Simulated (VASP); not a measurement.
# ZnSe (Stilleite) (F-43m) in VASP: a series of runs

One crystal, ZnSe (Stilleite), is run at these levels: LDA; tasks: relaxation of cell and atoms.

All numbers are computed with VASP 6.6.1; they aren't measurements. Logs are shortened: lines on timing, memory, paths and dates and some standing lists are left out, and cuts for length are marked.

## 1. Starting point

The structure is cubic, space group F-43m (No. 216). The conventional cell has a = 5.668 Å, b = 5.668 Å, c = 5.668 Å, α = 90.00°, β = 90.00°, γ = 90.00°. Around Zn (site symmetry -43m) lie 4 Se at 2.45 Å. Se (site symmetry -43m) has 4 Zn at 2.45 Å as nearest neighbours.

## 2. Relaxation of cell and atoms, LDA

The input, INCAR:

```
SYSTEM = ZnSe
ALGO = Normal ; EDIFF = 1E-6
EDIFFG = -0.01 ; ENCUT = 600
IBRION = 2 ; ISIF = 3
ISMEAR = 0 ; LASPH = .True.
LCHARG = .False. ; LREAL = .False.
LWAVE = .False. ; NELM = 80
NSW = 90 ; PREC = Accurate
SIGMA = 0.03
```

The input, KPOINTS:

```
k-points
0
Gamma
  8 8 8
  0 0 0
```

The input, POSCAR:

```
ZnSe
1.0
    0.0000000000      2.8338000000      2.8338000000
    2.8338000000      0.0000000000      2.8338000000
    2.8338000000      2.8338000000      0.0000000000
Zn Se
1 1
Direct
    0.0000000000      0.0000000000      0.0000000000
    0.2500000000      0.2500000000      0.2500000000
```

Potentials or basis: VASP PAW LDA potentials, release 64 (Zn, Se).

On the command line:

```console
$ cat potpaw_LDA.64/Zn/POTCAR potpaw_LDA.64/Se/POTCAR > POTCAR
$ mpirun -np 1 vasp_std > vasp.out
```

OUTCAR:

```text
SYSTEM = ZnSe
   EDIFF = 1E-6
   EDIFFG = -0.01
   ENCUT = 600
   IBRION = 2
   ISIF = 3
   ISMEAR = 0
   LASPH = .True.
   LREAL = .False.
   NELM = 80
   NSW = 90
   PREC = Accurate

 ion  position               nearest neighbor table
   1  0.000  0.000  0.000-   2 2.45   2 2.45   2 2.45   2 2.45
   2  0.250  0.250  0.250-   1 2.45   1 2.45   1 2.45   1 2.45

  LATTYP: Found a face centered cubic cell.
 ALAT       =     5.6676000000

  Lattice vectors:

 A1 = (   0.0000000000,   2.8338000000,   2.8338000000)
 A2 = (   2.8338000000,   0.0000000000,   2.8338000000)
 A3 = (   2.8338000000,   2.8338000000,   0.0000000000)

Analysis of symmetry for initial positions (statically):
=====================================================================
 Subroutine PRICEL returns:
 Original cell was already a primitive cell.

 Routine SETGRP: Setting up the symmetry group for a
 face centered cubic supercell.

 Subroutine GETGRP returns: Found 24 space group operations
 (whereof 24 operations were pure point group operations)
 out of a pool of 48 trial point group operations.

The static configuration has the point symmetry T_d .

Analysis of symmetry for dynamics (positions and initial velocities):
=====================================================================
 Subroutine PRICEL returns:
 Original cell was already a primitive cell.

 Routine SETGRP: Setting up the symmetry group for a
 face centered cubic supercell.

 Subroutine GETGRP returns: Found 24 space group operations
 (whereof 24 operations were pure point group operations)
 out of a pool of 48 trial point group operations.

The dynamic configuration has the point symmetry T_d .

 Subroutine INISYM returns: Found 24 space group operations
 (whereof 24 operations are pure point group operations),
 and found     1 'primitive' translations

----------------------------------------------------------------------------------------

                                     Primitive cell

  volume of cell :      45.5132

  direct lattice vectors                    reciprocal lattice vectors
     0.000000000  2.833800000  2.833800000    -0.176441527  0.176441527  0.176441527
     2.833800000  0.000000000  2.833800000     0.176441527 -0.176441527  0.176441527
     2.833800000  2.833800000  0.000000000     0.176441527  0.176441527 -0.176441527

[... 98 lines left out ...]
   ISMEAR =     0;   SIGMA  =   0.03  broadening in eV -4-tet -1-fermi 0-gaus
   EFERMI_NEDOS =   21; number of points for ismear=-14 and -15
   IALGO  =     38    algorithm
   IMIX   =      4    mixing-type and parameters
     AMIX     =   0.40;   BMIX     =  1.00
     AMIX_MAG =   1.60;   BMIX_MAG =  1.00
  volume/ion in A,a.u.               =      22.76       153.57
  Fermi-wavevector in a.u.,A,eV,Ry     =   1.201673  2.270834 19.647073  1.444019
  Thomas-Fermi vector in A             =   2.337476
   LORBIT       =      0    0 simple, 1 ext, 2 COOP (PROOUT), +10 PAW based schemes
   GGA     = CA    functional components
   LHFCALC =     F    Hartree Fock is set to
   AEXX    =    0.0000 exact exchange contribution
   IVDW    =     0    specifies the selected vdW correction
   LEPSILON=     F    determine dielectric tensor
   LRPA    =     F    only Hartree local field effects (RPA)
 conjugate gradient relaxation of ions
 non-spin polarized calculation
 Gauss-broadening in eV      SIGMA  =   0.03
  energy-cutoff  :      600.00
  volume of cell :       45.51
 maximum number of plane-waves:      1540
   NGX = 17   NGY = 17   NGZ = 17

--------------------------------------- Ionic step        1  -------------------------------------------

 number of electron      17.9999993 magnetization

 Free energy of the ion-electron system (eV)
  ---------------------------------------------------
  ext. energy  EPLUGINS =         0.00000000
  ---------------------------------------------------
  free energy    TOTEN  =        -7.35030487 eV

  energy without entropy =       -7.35030487  energy(sigma->0) =       -7.35030487

------------------------ aborting loop because EDIFF is reached ----------------------------------------

  FORCE on cell =-STRESS in cart. coord.  units (eV):
  Direction    XX          YY          ZZ          XY          YZ          ZX
  --------------------------------------------------------------------------------------
  -------------------------------------------------------------------------------------
  Total       -0.8894601     -0.8894601     -0.8894601     -0.0000000     -0.0000000      0.0000000
  in kB      -31.3111836    -31.3111836    -31.3111836     -0.0000000     -0.0000000      0.0000000
  external PRESSURE =     -31.3111836 kB  Pullay stress =       0.0000000 kB
[... 131 lines left out ...]
--------------------------------------- Ionic step        5  -------------------------------------------

 number of electron      17.9999991 magnetization

 Free energy of the ion-electron system (eV)
  ---------------------------------------------------
  ext. energy  EPLUGINS =         0.00000000
  ---------------------------------------------------
  free energy    TOTEN  =        -7.37233420 eV

  energy without entropy =       -7.37233420  energy(sigma->0) =       -7.37233420

 E-fermi :   2.1437     XC(G=0):  -9.9161

 val. band max:        1.9463353564   @ k =   0.0000   0.0000   0.0000
 cond. band min:       3.2157317729   @ k =   0.0000   0.0000   0.0000
 fundamental gap:      1.2693964166
 Fermi energy:         2.1437111612

 k-point     1 :       0.0000    0.0000    0.0000
  band No.  band energies     occupation
      1     -11.6665      2.00000
      2      -4.9202      2.00000
      3      -4.9202      2.00000
      4      -4.9202      2.00000
      5      -4.5163      2.00000
      6      -4.5163      2.00000
      7       1.9463      2.00000
      8       1.9463      2.00000
      9       1.9463      2.00000
     10       3.2157      0.00000
     11       7.6315      0.00000
     12       7.6315      0.00000
     13       7.6315      0.00000
[... 354 lines left out ...]
  band No.  band energies     occupation
      1     -10.6390      2.00000
      2      -4.8118      2.00000
      3      -4.7676      2.00000
      4      -4.5563      2.00000
      5      -4.5093      2.00000
      6      -4.2797      2.00000
      7      -3.2894      2.00000
      8      -0.6776      2.00000
      9       0.3387      2.00000
     10       6.1862      0.00000
     11       7.3109      0.00000
     12       9.3738      0.00000
     13      10.6307      0.00000

 [... further k-points ...]
[... 5 lines left out ...]
  --------------------------------------------------------------------------------------
  -------------------------------------------------------------------------------------
  Total        0.0040785      0.0040785      0.0040785      0.0000000     -0.0000000      0.0000000
  in kB        0.1507208      0.1507208      0.1507208      0.0000000     -0.0000000      0.0000000
  external PRESSURE =       0.1507208 kB  Pullay stress =       0.0000000 kB
[... 17 lines left out ...]
  FREE ENERGIE OF THE ION-ELECTRON SYSTEM (eV)
  ---------------------------------------------------
  free  energy   TOTEN  =        -7.3723341978 eV

  energy  without entropy=       -7.3723341978  energy(sigma->0) =       -7.37233420

 reached required accuracy - stopping structural energy minimisation
```

OSZICAR:

```text
N       E                     dE             d eps       ncg     rms          rms(c)
DAV:   1     0.911799518653E+02    0.91180E+02   -0.98679E+03   754   0.176E+03
DAV:   2    -0.115238626369E+01   -0.92332E+02   -0.88195E+02   789   0.294E+02
DAV:   3    -0.758512184226E+01   -0.64327E+01   -0.64004E+01   949   0.749E+01
[... 40 lines left out ...]
DAV:   2    -0.737245731722E+01    0.76901E-03   -0.28285E-03   894   0.156E+00    0.779E-02
DAV:   3    -0.737236255722E+01    0.94760E-04   -0.98311E-05   799   0.111E-01    0.372E-02
DAV:   4    -0.737233713889E+01    0.25418E-04   -0.14926E-05   877   0.537E-02    0.137E-02
DAV:   5    -0.737233411431E+01    0.30246E-05   -0.30086E-06   690   0.367E-02    0.121E-03
DAV:   6    -0.737233419776E+01   -0.83453E-07   -0.13203E-06   438   0.182E-02
   5 F= -.73723342E+01 E0= -.73723342E+01  d E =-.380287E-04
```

It took 28 s on 1 thread of Intel Xeon Platinum 8559C (Emerald Rapids), shared host; peak memory 0.17 GiB.

What came out:

```
Free energy                            : -7.3723 eV
Relaxed volume                         : 21.68 Å³/atom
Relaxed cell                           : a = 3.943 Å, b = 3.943 Å, c = 3.943 Å, α = 60.00°, β = 60.00°, γ = 60.00°
Space group after relaxing (to 0.05 Å) : F-43m (No. 216)
Energy gained by relaxing              : 11.0 meV/atom
Ionic steps                            : 5
Pressure after relaxing                : 0.0 GPa
Band gap on the k mesh                 : 1.27 eV, direct
```

Step by step:
| step | energy change (eV) | largest force (eV/Å) | pressure (GPa) | volume (Å³) |
| --- | --- | --- | --- | --- |
| 1 | 0.0000 | 0.0000 | -3.13 | 45.51 |
| 2 | -0.0194 | 0.0000 | 1.19 | 42.65 |
| 3 | -0.0220 | 0.0000 | -0.16 | 43.35 |
| 4 | -0.0220 | 0.0000 | 0.12 | 43.26 |
| 5 | -0.0220 | 0.0000 | 0.02 | 43.35 |

Final structure:
```
Zn Se
1.0
     0.00000    2.78827    2.78827
     2.78827    0.00000    2.78827
     2.78827    2.78827    0.00000
Zn Se
1 1
Cartesian
  0.0000 0.0000 0.0000
  1.3941 1.3941 1.3941
```

Levels at points of the mesh, in eV from the valence-band top:
| k point | band 5 | band 6 | band 7 | band 8 | band 9 | band 10 | band 11 | band 12 | band 13 |
| --- | --- | --- | --- | --- | --- | --- | --- | --- | --- |
| (0.00, 0.00, 0.00) | -6.46 | -6.46 | 0.00 | 0.00 | 0.00 | 1.27 | 5.69 | 5.69 | 5.69 |
| (0.50, 0.00, 0.00) | -6.44 | -6.28 | -5.61 | -0.95 | -0.95 | 2.46 | 6.28 | 6.28 | 8.48 |
| (0.50, 0.50, 0.00) | -6.41 | -6.26 | -5.04 | -2.38 | -2.38 | 2.70 | 3.32 | 10.89 | 11.43 |

## 3. Relaxation of cell and atoms, LDA

This run uses another cell than the first one, of 21.68 Å³/atom, 0.953 times its volume.

INCAR: that of step 2 with these lines changed.

```diff
@@ -1,4 +1,4 @@
 SYSTEM = ZnSe
-ALGO = Normal ; EDIFF = 1E-6
-EDIFFG = -0.01 ; ENCUT = 600
+ALGO = Normal ; EDIFF = 1E-7
+EDIFFG = -0.005 ; ENCUT = 600
 IBRION = 2 ; ISIF = 3
```

KPOINTS is that of step 2.

The input, POSCAR:

```
ZnSe                                    
1.0
   -0.0000000000      2.7882745086      2.7882745086
    2.7882745086     -0.0000000000      2.7882745086
    2.7882745086      2.7882745086      0.0000000000
  Zn              Se            
     1     1
Direct
     0.0000000000000000    0.0000000000000000    0.0000000000000000
     0.2500000000000000    0.2500000000000000    0.2500000000000000
```

Potentials or basis: VASP PAW LDA potentials, release 64 (Zn, Se).

On the command line:

```console
$ cat potpaw_LDA.64/Zn/POTCAR potpaw_LDA.64/Se/POTCAR > POTCAR
$ mpirun -np 1 vasp_std > vasp.out
```

Run time: 10 s. Hardware: 1 thread of Intel Xeon Platinum 8559C (Emerald Rapids), shared host; peak memory 0.16 GiB.

The run converged. Its results:

```
Free energy             : -7.3719 eV
Pressure after relaxing : 0.0 GPa
Band gap on the k mesh  : 1.27 eV, direct
```

Final structure:
```cif
data_structure
_symmetry_space_group_name_H-M 'P 1'
_symmetry_Int_Tables_number 1
_cell_length_a 3.9432
_cell_length_b 3.9432
_cell_length_c 3.9432
_cell_angle_alpha 60.000
_cell_angle_beta 60.000
_cell_angle_gamma 60.000
_cell_volume 43.35
loop_
_atom_site_label
_atom_site_type_symbol
_atom_site_fract_x
_atom_site_fract_y
_atom_site_fract_z
_atom_site_occupancy
Zn1 Zn 0.00000 0.00000 0.00000 1
Se1 Se 0.25000 0.25000 0.25000 1
```

Levels at points of the mesh, in eV from the valence-band top:
```
           k point  band 5  band 6  band 7  band 8  band 9  band 10  band 11  band 12  band 13
(0.00, 0.00, 0.00)   -6.46   -6.46    0.00    0.00    0.00     1.27     5.69     5.69     5.69
(0.50, 0.00, 0.00)   -6.44   -6.28   -5.61   -0.95   -0.95     2.46     6.27     6.27     8.48
(0.50, 0.50, 0.00)   -6.41   -6.26   -5.04   -2.38   -2.38     2.70     3.32    10.89    11.43
```

Caveat: the relaxation stopped at its first step, so nothing moved.
